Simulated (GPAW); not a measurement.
Write an ASE script for GPAW 26.7.0 that does the following.

```
Task                : single point
Functional          : PBE
Potentials or basis : GPAW PAW data sets (gpaw-data 1.2.1)
Cutoff              : 600 eV
Basis               : pw
k mesh              : 9 × 9 × 5
Occupations         : gaussian, width 0.026 eV
Spin                : no spin polarisation
Maxiter             : 150
```

The structure of Zr lies in POSCAR:

```
Zr
1.0
    3.2320000000      0.0000000000      0.0000000000
   -1.6160000000      2.7989941050      0.0000000000
    0.0000000000      0.0000000000      5.1470000000
Zr
2
Direct
    0.6666666667      0.3333333333      0.7500000000
    0.3333333333      0.6666666667      0.2500000000
```

The input as run:

run.py

```python
from ase.dft.bandgap import bandgap
from ase.io import read, write
from ase.units import GPa
from gpaw import GPAW, PW

atoms = read('POSCAR')

calc = GPAW(mode=PW(600),
            xc='PBE',
            kpts={'size': (9, 9, 5), 'gamma': True},
            occupations={'name': 'methfessel-paxton', 'order': 0, 'width': 0.026000000000000002},
            nbands=24,
            convergence={'density': 1e-05, 'energy': 1e-05},
            maxiter=150,
            txt='gpaw.txt')
atoms.calc = calc
energy = atoms.get_potential_energy()
forces = atoms.get_forces()
stress = atoms.get_stress()
calc.write('gs.gpw')
write('result.traj', atoms)
print(f'Energy: {energy:.6f} eV')
print('Forces (eV/A):')
print(forces.round(4))
print('Stress (GPa):', (stress / GPa).round(3))
print('Fermi level:', round(calc.get_fermi_level(), 4), 'eV')
print(f'Gap: {bandgap(calc)[0]:.4f} eV, direct: {bandgap(calc, direct=True)[0]:.4f} eV')
```

Potentials or basis: GPAW PAW data sets (gpaw-data 1.2.1), pw.

Run with:

```sh
$ OMP_NUM_THREADS=1 python run.py
```

Results of the run:

```yaml
Pressure: 0.2 GPa
Band_gap_on_the_k_mesh: none (metal or under the smearing width)
```

Run time: 22 s on 1 thread of Arm Neoverse V2, with other jobs on the host, peak memory 0.18 GiB.
